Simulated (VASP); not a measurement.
# NaI in VASP: one cell, several levels of theory, part 2 of 2

The system is NaI, a lower-symmetry cell derived from the CsCl type prototype, a generated structure that needn't be the ground state.

VASP 6.6.1, plane waves, PAW. Earlier steps stand in the parts before.

### Step 3. r2SCAN

INCAR

```
ENCUT = 520.000000
SIGMA = 0.010000
EDIFF = 1.00e-07
ALGO = Normal
METAGGA = R2SCAN
PREC = Accurate
IBRION = -1
ISIF = 2
ISMEAR = 0
NBANDS = 14
NELM = 120
NSW = 0
LASPH = .TRUE.
LCHARG = .FALSE.
LWAVE = .FALSE.
LREAL = .FALSE.
```

KPOINTS

```
KPOINTS created by Atomic Simulation Environment
0
Gamma
6 6 6
0 0 0
```

KPOINTS_OPT

```
special points
4
Reciprocal
0.0000000000 0.0000000000 0.0000000000 1
0.0000000000 0.5000000000 0.0000000000 1
0.5000000000 0.5000000000 0.0000000000 1
0.5000000000 0.5000000000 0.5000000000 1
```

POSCAR

```
Na I
 1.0000000000000000
     4.1674095145000001    0.0000000000000000    0.0000000000000000
     0.0000000000000000    4.1674095145000001    0.0000000000000000
     0.0000000000000000    0.0000000000000000    4.0405366633000002
 Na  I
   1   1
Cartesian
  0.0000000000000000  0.0000000000000000  0.0000000000000000
  2.0837047572500000  2.0837047572500000  2.0202683316500001
```

On the command line:

```sh
> mpirun -np 1 vasp_std
```

Standard output, without the iteration lines:

```text
POSCAR found type information on POSCAR NaI
 POSCAR found :  2 types and       2 ions
 -----------------------------------------------------------------------------
|                                                                             |
|                                                                             |
|     You enforced a specific xc type in the INCAR file but a different       |
|     I HOPE YOU KNOW WHAT YOU ARE DOING!                                     |
|                                                                             |
 -----------------------------------------------------------------------------

 LDA part: xc-table for (None), standard interpolation
 POSCAR, INCAR and KPOINTS ok, starting setup
 FFT: planning ... GRIDC
 FFT: planning ... GRID_SOFT
 FFT: planning ... GRID
 WAVECAR not read
 entering main loop
 Start KPOINTS_OPT (optional k-point list driver)
k-point batch [1-4\4]
```

OSZICAR:

```text
N       E                     dE             d eps       ncg     rms          rms(c)
DAV:   1     0.584808204518E+02    0.58481E+02   -0.67388E+03  1120   0.918E+02
DAV:   2    -0.253150056489E+02   -0.83796E+02   -0.76177E+02  1222   0.227E+02
DAV:   3    -0.321669815716E+02   -0.68520E+01   -0.68078E+01  1486   0.622E+01
DAV:   4    -0.323271200088E+02   -0.16014E+00   -0.16010E+00  1320   0.993E+00
DAV:   5    -0.323318280987E+02   -0.47081E-02   -0.47080E-02  1514   0.171E+00    0.225E+00
DAV:   6    -0.307381404196E+02    0.15937E+01   -0.35884E-01  1174   0.575E+00    0.203E+00
DAV:   7    -0.307091130366E+02    0.29027E-01   -0.18649E-01  1336   0.273E+00    0.525E-01
DAV:   8    -0.307076675770E+02    0.14455E-02   -0.11454E-02  1240   0.662E-01    0.565E-01
DAV:   9    -0.307087657726E+02   -0.10982E-02   -0.31848E-03  1156   0.524E-01    0.158E-01
DAV:  10    -0.307086190821E+02    0.14669E-03   -0.32637E-04  1438   0.118E-01    0.937E-02
DAV:  11    -0.307086569003E+02   -0.37818E-04   -0.30142E-05  1204   0.606E-02    0.104E-02
DAV:  12    -0.307086589286E+02   -0.20283E-05   -0.29841E-06  1432   0.102E-02    0.302E-03
DAV:  13    -0.307086598496E+02   -0.92099E-06   -0.12302E-06  1360   0.115E-02    0.479E-03
DAV:  14    -0.307086607593E+02   -0.90976E-06   -0.23803E-07  1330   0.590E-03    0.627E-04
DAV:  15    -0.307086605520E+02    0.20734E-06   -0.67899E-09   734   0.735E-04    0.738E-05
DAV:  16    -0.307086605240E+02    0.28047E-07   -0.78743E-10   686   0.289E-04
   1 F= -.30708661E+02 E0= -.30708661E+02  d E =-.239662-107
       N       E                     dE             ncg
DAV:   1     0.783446698134E+03   -0.17235E+04      112
DAV:   2     0.444840467120E+03   -0.33861E+03      112
DAV:   3     0.417800081992E+03   -0.27040E+02      142
DAV:   4     0.417126040956E+03   -0.67404E+00      156
DAV:   5     0.417107555923E+03   -0.18485E-01      150
DAV:   6     0.417106931522E+03   -0.62440E-03      178
DAV:   7     0.417106928876E+03   -0.26463E-05      150
DAV:   8     0.417106928839E+03   -0.37319E-07      138
```

OUTCAR, selected sections:

```text
k-points           NKPTS =     40   k-points in BZ     NKDIM =     40   number of bands    NBANDS=     14

   NELECT =      14.0000    total number of electrons

   dimension x,y,z NGX =    32 NGY =   32 NGZ =   30
   dimension x,y,z NGXF=    64 NGYF=   64 NGZF=   60

  energy-cutoff  :      520.00
  volume of cell :       70.17
      direct lattice vectors                 reciprocal lattice vectors
     4.167409515  0.000000000  0.000000000     0.239957220  0.000000000  0.000000000
     0.000000000  4.167409515  0.000000000     0.000000000  0.239957220  0.000000000
     0.000000000  0.000000000  4.040536663     0.000000000  0.000000000  0.247491876

 k-points in reciprocal lattice and weights: KPOINTS created by Atomic Simulation Env
   0.00000000  0.00000000  0.00000000       0.005
   0.16666667  0.00000000  0.00000000       0.019
   0.33333333  0.00000000  0.00000000       0.019
   0.50000000  0.00000000  0.00000000       0.009
   0.16666667  0.16666667  0.00000000       0.019
   0.33333333  0.16666667  0.00000000       0.037
   0.50000000  0.16666667  0.00000000       0.019
   0.33333333  0.33333333  0.00000000       0.019
[... 32 more k-points ...]

 E-fermi :   1.4734

 k-point     1 :       0.0000    0.0000    0.0000
  band No.  band energies     occupation
      1     -23.4038      2.00000
      2     -23.3981      2.00000
      3     -23.3981      2.00000
      4     -10.7593      2.00000
      5       0.4951      2.00000
      6       0.4951      2.00000
      7       0.7764      2.00000
      8       4.1366      0.00000
      9       7.3139      0.00000
     10       7.5459      0.00000
     11      12.9255      0.00000
     12      12.9255      0.00000
     13      13.1914      0.00000
     14      13.2683      0.00000

 k-point     2 :       0.1667    0.0000    0.0000
  band No.  band energies     occupation
      1     -23.4037      2.00000
      2     -23.3994      2.00000
      3     -23.3980      2.00000
      4     -10.6945      2.00000
      5      -0.2806      2.00000
      6       0.5619      2.00000
      7       0.8404      2.00000
      8       4.7950      0.00000
      9       7.7004      0.00000
     10       8.0505      0.00000
     11      11.2727      0.00000
     12      11.7452      0.00000
     13      12.1693      0.00000
     14      13.6744      0.00000

 k-point     3 :       0.3333    0.0000    0.0000
  band No.  band energies     occupation
      1     -23.4035      2.00000
      2     -23.4019      2.00000
      3     -23.3978      2.00000
      4     -10.5572      2.00000
      5      -1.3656      2.00000
      6       0.7036      2.00000
      7       0.9756      2.00000
      8       5.7891      0.00000
      9       8.3451      0.00000
     10       8.5596      0.00000
     11       9.9429      0.00000
     12      10.4468      0.00000
     13      11.6076      0.00000
     14      12.6241      0.00000

 k-point     4 :       0.5000    0.0000    0.0000
  band No.  band energies     occupation
      1     -23.4034      2.00000
      2     -23.4032      2.00000
      3     -23.3976      2.00000
      4     -10.4845      2.00000
      5      -1.8029      2.00000
      6       0.7789      2.00000
      7       1.0471      2.00000
      8       6.4442      0.00000
      9       8.0280      0.00000
     10       8.9529      0.00000
     11       9.4553      0.00000
     12       9.9686      0.00000
     13      10.5520      0.00000
     14      14.6478      0.00000

 k-point     5 :       0.1667    0.1667    0.0000
  band No.  band energies     occupation
      1     -23.4036      2.00000
      2     -23.3993      2.00000
      3     -23.3992      2.00000
      4     -10.6314      2.00000
      5      -0.2985      2.00000
      6      -0.0595      2.00000
      7       0.9046      2.00000
      8       5.4278      0.00000
      9       8.0071      0.00000
     10       8.4202      0.00000
     11       9.9638      0.00000
     12      11.6135      0.00000
     13      12.4775      0.00000
     14      12.8309      0.00000

 k-point     6 :       0.3333    0.1667    0.0000
  band No.  band energies     occupation
      1     -23.4034      2.00000
      2     -23.4017      2.00000
      3     -23.3990      2.00000
      4     -10.4981      2.00000
      5      -1.2512      2.00000
      6       0.0390      2.00000
      7       1.0400      2.00000
      8       6.2719      0.00000
      9       7.6043      0.00000
     10       9.0013      0.00000
     11      10.0256      0.00000
     12      10.5940      0.00000
     13      12.5331      0.00000
     14      12.5364      0.00000

 k-point     7 :       0.5000    0.1667    0.0000
  band No.  band energies     occupation
      1     -23.4033      2.00000
      2     -23.4030      2.00000
      3     -23.3988      2.00000
      4     -10.4275      2.00000
      5      -1.6767      2.00000
      6       0.1452      2.00000
      7       1.1117      2.00000
      8       6.6832      0.00000
      9       7.1765      0.00000
     10       9.5327      0.00000
     11       9.5592      0.00000
     12      10.1267      0.00000
     13      12.3567      0.00000
     14      12.7892      0.00000

 k-point     8 :       0.3333    0.3333    0.0000
  band No.  band energies     occupation
      1     -23.4032      2.00000
      2     -23.4014      2.00000
      3     -23.4013      2.00000
      4     -10.3736      2.00000
      5      -1.0600      2.00000
      6      -0.8888      2.00000
      7       1.1758      2.00000
      8       5.6760      0.00000
      9       7.7631      0.00000
     10       9.9170      0.00000
     11      10.5842      0.00000
     12      10.8483      0.00000
     13      11.2631      0.00000
     14      12.8673      0.00000

 k-point     9 :       0.5000    0.3333    0.0000
  band No.  band energies     occupation
      1     -23.4031      2.00000
      2     -23.4026      2.00000
      3     -23.4012      2.00000
      4     -10.3079      2.00000
      5      -1.3901      2.00000
      6      -0.8214      2.00000
      7       1.2476      2.00000
      8       5.1670      0.00000
      9       8.2658      0.00000
     10       9.9023      0.00000
     11      10.5097      0.00000
     12      10.5357      0.00000
     13      11.3475      0.00000
     14      13.7265      0.00000

[... the tables of k-points 10 to 40 left out ...]

  Total       -0.6336153     -0.6336153     -0.0270346      0.0000000      0.0000000      0.0000000
  in kB      -14.4665447    -14.4665447     -0.6172478      0.0000000      0.0000000      0.0000000
  external PRESSURE =      -9.8501124 kB  Pullay stress =       0.0000000 kB

 POSITION                                       TOTAL-FORCE (eV/Angst)
 -----------------------------------------------------------------------------------
      0.00000      0.00000      0.00000         0.000000      0.000000      0.000000
      2.08370      2.08370      2.02027         0.000000      0.000000      0.000000
 -----------------------------------------------------------------------------------
    total drift:                                0.000000     -0.000000     -0.000000

  FREE ENERGIE OF THE ION-ELECTRON SYSTEM (eV)
  ---------------------------------------------------
  free  energy   TOTEN  =       -30.7086605240 eV

  energy  without entropy=      -30.7086605240  energy(sigma->0) =      -30.70866052
```

Hardware: 1 MPI rank of Intel Xeon Platinum 8488C, shared host.

The levels at the points of KPOINTS_OPT are read from vasprun.xml.

Band energies at the special points (eV, zero at the top of v, the last band that the electrons fill by count):

| point | v−1 | v | c | c+1 |
| --- | --- | --- | --- | --- |
| Γ | -0.82 | -0.54 | 2.82 | 5.99 |
| X | -0.54 | -0.27 | 5.12 | 6.71 |
| M | -2.54 | 0.00 | 3.25 | 7.65 |
| R | -2.04 | -2.04 | 4.63 | 4.64 |

The r2SCAN gap is 2.82 eV and indirect (M to Γ), with 3.25 eV as the least direct one. The pressure is -0.99 GPa; the forces vanish within 0.01 eV/Å.

### Step 4. Results

This closing draws on all 2 parts.

```
 level  gap (eV)  pressure (GPa)  Ansatz: gap (eV)  Ansatz: pressure (GPa)
   PBE      2.07           -0.64              2.07                   -0.64
r2SCAN      2.82           -0.99              2.80                   -0.93
```

What this shows: The gap spans 2.07 eV (PBE) to 2.82 eV (r2SCAN). Spin-orbit coupling is left out, though the cell holds I (Z = 53); in an element this heavy it can shift bands and gaps by tenths of an eV. The two programs agree on the gap within 0.02 eV, far less than the spread between functionals. Each program uses its own PAW datasets and cutoff. VASP's cell holds 14 valence electrons and Ansatz's 26.
